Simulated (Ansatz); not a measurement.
# A point defect in HfO2: Hf interstitial

A defect calculation: Hf interstitial in HfO2, supercell of 48 sites, in the charges +3, +2, +1, 0.

Computed with Ansatz 0.2.0 (DFT PBEsol, scalar-relativistic, plane waves, PAW, unless a step's input says otherwise).

## (1) The system as given

It takes space group P4_2/mnm (No. 136, tetragonal). Conventional cell: a = 4.814 Å, b = 4.814 Å, c = 3.205 Å, α = 90.00°, β = 90.00°, γ = 90.00°. Hf (site symmetry mmm) has 6 O at 2.08 Å as nearest neighbours. O (site symmetry m2m) has 3 Hf at 2.08 Å as nearest neighbours.

As a file:

```cif
data_structure
_symmetry_space_group_name_H-M 'P 1'
_symmetry_Int_Tables_number 1
_cell_length_a 4.8135
_cell_length_b 4.8135
_cell_length_c 3.2054
_cell_angle_alpha 90.000
_cell_angle_beta 90.000
_cell_angle_gamma 90.000
_cell_volume 74.27
loop_
_atom_site_label
_atom_site_type_symbol
_atom_site_fract_x
_atom_site_fract_y
_atom_site_fract_z
_atom_site_occupancy
Hf1 Hf 0.00000 0.00000 0.00000 1
Hf2 Hf 0.50000 0.50000 0.50000 1
O1 O 0.19496 0.80504 0.50000 1
O2 O 0.30504 0.30504 0.00000 1
O3 O 0.69496 0.69496 0.00000 1
O4 O 0.80504 0.19496 0.50000 1
```

The structure comes from the Materials Project (structure only).

(A quick probe on a coarse mesh, which set the mesh and smearing, is not shown.)

## (3) Relaxing cell and atoms

File input.yaml:

```yaml
crystal:
  lattice:
    - [4.81353299, 0.0, 0.0]
    - [0.0, 4.81353299, 0.0]
    - [0.0, 0.0, 3.20541541]
  atoms:
    - { symbol: Hf, position: [0.0, 0.0, 0.0] }
    - { symbol: Hf, position: [0.5, 0.5, 0.5] }
    - { symbol: O, position: [0.19495512, 0.80504488, 0.5] }
    - { symbol: O, position: [0.30504488, 0.30504488, 0.0] }
    - { symbol: O, position: [0.69495512, 0.69495512, 0.0] }
    - { symbol: O, position: [0.80504488, 0.19495512, 0.5] }
basis:
  ecutwfc: 420
kpoints:
  mp_grid: { grid: [6, 6, 8] }
hamiltonian:
  xc: pbesol
scf:
  occupations: { method: gaussian, width: 0.02 }
output:
  forces: true
  stress: true
  eigenvalues: true
  write_density: true
  write_potential: true
  elf: true
  volumetric_format: npy
relax:
  adjacent_minimum: "off"
  f_tol: 0.005
  max_steps: 80
  cell: { stress_tol: 0.05 }
```

Run with:

```console
$ ansatz run input.yaml --threads 4 --pin off --max-ram 10240MiB --backend cpu --events-out ev --progress --plain --runs-dir out
```

The session goes on with these runs: the gap over the whole zone of the host; screening of the host, by linear response; the perfect supercell; relaxing the defect, charge 0; relaxing the defect, charge +1; relaxing the defect, charge +2; charge state +3.

Before running it: what results should come out? Wanted: relaxed cell; volume; formation energy; host gap; formation energy, neutral; nearest atoms after relaxation, one image of each, neutral.

The runs gave:

```
                                                               quantity                                                                      value
                                                           relaxed cell  a = 4.830 Å, b = 4.830 Å, c = 3.210 Å, α = 90.00°, β = 90.00°, γ = 90.00°
                                                   space group (0.01 Å)                                                         P4_2/mnm (No. 136)
                                                                 volume                                                              12.48 Å³/atom
formation energy (elements from runs with the same settings, not shown)                                                              -3.51 eV/atom
                                                               host gap                                                                    3.89 eV
                                              formation energy, neutral                                                                    3.59 eV
             nearest atoms after relaxation, one image of each, neutral                               4 O at 2.20 Å, 2 O at 2.22 Å, 2 Hf at 2.77 Å
                                    level (+3/+2) above the valence top                                                                    2.87 eV
                                    level (+2/+1) above the valence top                                                                    3.57 eV
                                     level (+1/0) above the valence top                                                                    3.48 eV
```

In words: Relaxation raised the volume by 0.8 %. Forming the neutral defect takes 3.59 eV with the elements as reservoirs. Spin polarisation was off in the neutral run, so a moment could not show there. Among the charges computed the stable one is +3 at the valence top, changing to +2 at 2.87 eV, changing to 0 at 3.53 eV, in a gap of 3.89 eV. The levels on either side of charge +1 are inverted, so that state is never the lowest (negative U). Levels are placed in the host's Kohn-Sham gap, which is usually too small at this level and squeezes them. With 48 host sites the defect feels its images, so energies are good to tenths of an eV at best. Other minima may exist. These runs have no spin-orbit coupling; with Hf it would split and shift bands.
